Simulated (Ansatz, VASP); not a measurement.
# One calculation of MgO, two programs

```
Mg O
1.0
     0.00000    2.13515    2.13515
     2.16718    0.00000    2.13515
     2.16718    2.13515    0.00000
Mg O
1 1
Direct
  0.00000 0.00000 0.00000
  0.50000 0.50000 0.50000
```

Change from the starting cell: strain +0.0150 x Voigt [1, 0, 0, 0, 0, 0], atoms carried along.

Alike in both runs: task single point; functional PBEsol; k mesh 10 × 10 × 10; occupations gaussian, width 0.05 eV; no spin polarisation.

|  | VASP | Ansatz |
| --- | --- | --- |
| version | VASP 6.6.1 | Ansatz 0.2.0 |
| potentials or method | VASP PAW PBE potentials, release 64 (Mg, O) | scalar-relativistic, plane waves, PAW |
| plane-wave cutoff (eV) | 520 | 420 |
| valence electrons in the cell | 8 | 16 |

Ansatz gave:

- gap on the k mesh at the Fermi level (eV): 4.09
- least direct gap on the mesh (eV): 4.09
- pressure (GPa): -7.6
- largest component of the traceless stress (GPa): 1.39

Question: Estimate VASP's values.

Answer: gap on the k mesh at the Fermi level (eV): 4.09; least direct gap on the mesh (eV): 4.09; pressure (GPa): -8.2; largest component of the traceless stress (GPa): 1.39.

The functional is the same, so the differences come from potentials, cutoffs and numerics. The two sets of potentials don't hold the same shells in valence.

Caveats: the PAW data sets were made with another functional, which shifts forces and pressure a little (VASP).
